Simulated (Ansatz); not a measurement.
# Pnnm (COD entry) AlH3, size series (192 atoms) under strain: runs compared

How stiff is Pnnm (COD entry) AlH3, size series (192 atoms), and how do its levels respond to strain?

Computed with Ansatz 0.2.0: Kohn-Sham DFT, PBEsol, PAW (set soft_2), plane waves.

### 1. The cell as built

The cell holds 192 atoms: 48 Al and 144 H. Its edges and angles: a = 10.761 Å, b = 14.711 Å, c = 11.550 Å, α = 90.0°, β = 90.0°, γ = 90.0°. It derives from AlH3 (Pnnm, COD entry), repeated 2×2×2. Pnnm (COD entry) AlH3 (cell 5.381, 7.356, 5.775, 90, 90, 90), 2 x 2 x 2 conventional cells; ideal positions.

Limits known from the start: Only the Γ point is sampled.

### 2. The reference run

The reference is a single point at the end of the relaxation.

Every strained cell starts from the geometry of this run, and its atoms are relaxed with the cell held.

Its input, with most atom lines left out:

```yaml
crystal:
  lattice:
    - [10.81077, 0.0, 0.0]
    - [0.0, 14.71516, 0.0]
    - [0.0, 0.0, 11.56249]
  atoms:
    - { symbol: Al, position: [1.0, 0.0, 0.25] }
    - { symbol: Al, position: [0.25, 0.25, 0.0] }
    - { symbol: Al, position: [0.39468, 0.04307, 0.0] }
    - { symbol: Al, position: [0.10532, 0.45693, 0.0] }
    - { symbol: Al, position: [0.35532, 0.29307, 0.25] }
    - { symbol: Al, position: [0.14468, 0.20693, 0.25] }
    - { symbol: H, position: [1.0, 0.25, 0.25] }
    [... atom lines 8 to 192 left out ...]
kpoints:
  mp_grid: { grid: [1, 1, 1] }
hamiltonian:
  xc: pbesol
scf:
  occupations: { method: fermi_dirac, width: 0.025 }
output:
  forces: true
  stress: true
  populations: true
  dos:
    method: { smearing: { sigma: 0.1 } }
    de: 0.1
    projected: { site_lists: { Al: [Al], H: [H] } }
  eigenvalues: true
  write_density: true
  write_potential: true
  volumetric_format: npy
  elf: true
```

```
free energy per atom   : -142.8534 eV/atom
r.m.s. force component : 0.00322 eV/Å
pressure               : 0.02 GPa
```

Filled and empty levels are parted by 3.18 eV at Γ alone; the mesh holds the band edges only if they fold onto it, so the gap at this level can be narrower or closed, while semilocal functionals tend to narrow gaps against experiment.

### 3. The runs

Each row is one run, on 4 threads of AMD EPYC 9R45, shared host. The free energy is the program's total, comparable only between runs with the same functional, potentials and atoms.

```tsv
run	atoms	outcome	ionic steps, all passes	free energy (eV)	time	host memory (GiB)
Single point at the start	192	converged	-	-27421.337	3.5 s	1.9
Cell and atoms relaxed	192	converged	6	-27427.855	25 s	2.0
Single point at the relaxed geometry	192	converged	-	-27427.855	7.5 s	2.0
Volume -3 %	192	converged	2	-27427.623	11 s	2.0
Volume +3 %	192	converged	2	-27427.642	12 s	2.0
Volume -6 %	192	converged	3	-27426.927	15 s	1.9
Volume +6 %	192	converged	3	-27427.049	18 s	2.1
Volume -10 %	192	converged	4	-27425.184	21 s	1.8
Stretched by 1 % along x	192	converged	2	-27427.805	12 s	2.0
Compressed by 1 % along x	192	converged	2	-27427.801	12 s	2.0
Sheared by 2 % in xy	192	converged	2	-27427.777	12 s	2.0
```

In some runs the program notes that the SCF threshold is loose for the stress.

### 4. Pressure against volume

Atoms are relaxed at each volume, in the scaled cell.

```tsv
volume change (%)	volume (Å³/atom)	energy change (meV/atom)	pressure (GPa)	largest move on relaxing (Å)	bonds	gap (eV)
-10	8.622	13.91	4.89	0.13	288	3.46
-6	9.005	4.83	2.82	0.05	288	3.36
-3	9.293	1.21	1.44	0.02	288	3.28
+0	9.580	0.00	0.02	-	288	3.18
+3	9.868	1.11	-1.22	0.02	288	3.09
+6	10.155	4.20	-2.25	0.05	288	3.01
```

### 5. Uniaxial strain and shear

Stress (GPa, compression positive) less that of the relaxed cell, atoms relaxed:

```tsv
strain	xx	yy	zz	xy	energy change (meV/atom)
stretched by 1 % along x	-0.911	-0.405	-0.102	0.000	0.26
compressed by 1 % along x	0.907	0.396	0.064	0.000	0.28
sheared by 2 % in xy	-0.022	-0.005	-0.020	-0.632	0.41
```

### 6. What came out

The bulk modulus, from the slope of pressure against ln V over the three points nearest the relaxed volume, is 44.2 GPa; between neighbouring points the slope runs 48, 44, 46, 42 and 36 GPa from the smallest volume up, without a steady fall, so no pressure derivative is given. The gap goes from 3.46 eV at the smallest volume to 3.01 eV at the largest, -2.8 eV per unit of ln V by a straight line, on the run's k-points. In the Cartesian axes of the cell, finite differences give C11 = 90.9, C12 = 40.0, C13 = 8.32 and C66 = 31.6 GPa (the shear of 2 % is the engineering strain, εxy = 0.01).

Caveats: Strains are finite and relaxations stop at the force tolerance of the input, which can leave moduli too stiff; they are those of a static cell at zero temperature. Volumes are changed with the cell's shape held, so in an anisotropic solid the modulus lies over the one under free hydrostatic load. The program notes that the SCF threshold of the relaxations is loose for the stress.

The DFT runs together took 2.5 min of wall time.

[Logs are printed without paths, hosts, clocks, repeated set-up lines and the standing remarks that a program may print on its own settings, such as how far it seeks lower states.]

[Hosts, paths, dates, database ids (printed as entryN), source tags and the programs' standing remarks are cut or masked in the printed files.]
